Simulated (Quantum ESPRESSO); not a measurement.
SrO under changes of volume

One of the cells (16.901 Å³/atom); the others are scaled copies at fixed shape and fractional positions:

```
CELL_PARAMETERS angstrom
0.00000 2.56630 2.56630
2.56630 0.00000 2.56630
2.56630 2.56630 0.00000
ATOMIC_POSITIONS crystal
Sr 0.50000 0.50000 0.50000
O 0.00000 0.00000 0.00000
```

* Program: Quantum ESPRESSO 7.5
* Functional: r2SCAN
* Potentials or basis: SG15 PBE 1.2
* Cutoff: 1197 eV
* Density cutoff: 4789 eV
* k mesh: 7 × 7 × 7
* Occupations: fermi-dirac, width 0.05 eV
* Spin: no spin polarisation

| volume (Å³/atom) | energy over the lowest point (meV/atom) | pressure (GPa) | gap on the mesh (eV) |
| --- | --- | --- | --- |
| 15.887 | 30.32 | 8.4 | 3.89 |
| 16.225 | 15.44 | 5.8 | 3.90 |
| 16.563 | 5.78 | 3.4 | 3.91 |
| 16.901 | 0.79 | 1.3 | 3.92 |
| 17.239 | 0.00 | -0.6 | 3.93 |
| 17.577 | ? | ? | ? |
| 17.915 | 9.33 | -3.8 | 3.93 |

Problem. What does the run at 17.577 Å³/atom give?

Solution. Energy over the lowest point 2.98 meV/atom; pressure -2.3 GPa; gap on the mesh 3.93 eV.

Worked out: A Birch-Murnaghan fit of order 3 (a polynomial in V^(-2/3)) to the other rows has its minimum at 17.14 Å³/atom with B0 = V·E''(V) = 93 GPa and B' = 4.5. It gives 2.97 meV/atom at 17.577 Å³/atom, against the run's 2.98, and -dE/dV = -2.2 GPa, against -2.3. A straight line through the other rows of the gap, of slope 0.359 eV per unit of ln V, gives 3.93 eV, against the run's 3.93.

Energies are extrapolated to zero smearing.

Caveats: the potentials were made for another functional, which shifts forces and pressure; an odd mesh through Γ misses points on the zone boundary, where band edges often lie. Spin-orbit coupling on Sr is left out.
